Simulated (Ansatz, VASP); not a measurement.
## One calculation of SnO2, two programs

```xyz
3
Lattice="1.6171 0.9336 4.8006 -1.6171 0.9336 4.8006 0.0000 -1.8673 4.8006" Properties=species:S:1:pos:R:3 pbc="T T T"
Sn    0.0000    0.0000    7.2009
O     0.0000    0.0000    3.4157
O     0.0000    0.0000   10.9861
```

Measurements of this composition are mostly on another form, of space group No. 136.

Alike in both runs: task single point; functional PBEsol; k mesh 4 × 4 × 4; no spin polarisation.

|  | VASP | Ansatz |
| --- | --- | --- |
| version | VASP 6.6.1 | Ansatz 0.2.0 |
| potentials or method | VASP PAW PBE potentials, release 64 (Sn_d, O) | plane waves, PAW |
| plane-wave cutoff (eV) | 520 | 420 |
| occupations | gaussian, width 0.01 eV | fixed |
| valence electrons in the cell | 26 | 26 |

Ansatz gave:

- pressure (GPa): -5.1
- largest component of the traceless stress (GPa): 1.25

Question: What did VASP give for the same quantities?

Answer: Pressure (GPa): -4.6; largest component of the traceless stress (GPa): 0.89.

Caveats: the k mesh is coarse (spacing up to 0.57 Å⁻¹), so the values aren't converged; the PAW data sets were made with another functional, which shifts forces and pressure a little (VASP). A k mesh can miss the band edges.
